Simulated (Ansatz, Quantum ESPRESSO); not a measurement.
# MoSi2 and the pressure, program beside program

The cell as given:

It takes space group I4/mmm (No. 139, tetragonal). Conventional cell: a = 3.200 Å, b = 3.200 Å, c = 7.861 Å, α = 90.00°, β = 90.00°, γ = 90.00°. Around Mo (site symmetry 4/mmm) lie 10 Si at 2.62 Å. Si (site symmetry 4mm) has 5 Si at 2.61 to 2.63 Å and 5 Mo at 2.62 Å as nearest neighbours.

Kept alike: task relaxation of cell and atoms; functional PBEsol; k mesh 12 × 12 × 12; occupations fermi-dirac, width 0.05 eV; no spin polarisation. The mesh is that of the run's cell of 3 atoms. No spin-orbit coupling.

- A: Ansatz, all-electron LAPW, scalar-relativistic
- B: Quantum ESPRESSO, GBRV 1.5 PBEsol, cutoff 707 eV

| pressure (GPa) | A: volume (Å³/atom) | B: volume (Å³/atom) |
| --- | --- | --- |
| 0 | 13.268 | 13.252 |
| 5 | 12.981 | 12.967 |
| 10 | 12.726 | 12.712 |
| 20 | 12.280 | 12.269 |
| 30 | 11.903 | 11.894 |

Values hold for each row's relaxed cell, which stops near the pressure aimed at. The runs follow the start's structure, whether or not it is the stable one at these pressures.

Question: How large is the effect of the pressure, and do the programs agree on it?

Answer: From 0 to 30 GPa the volume moves by -1.365 in A, -1.358 in B (Å³/atom). Row by row the programs differ by 0.009 to 0.016, and over this span the shifts, as printed, agree within 1 %.
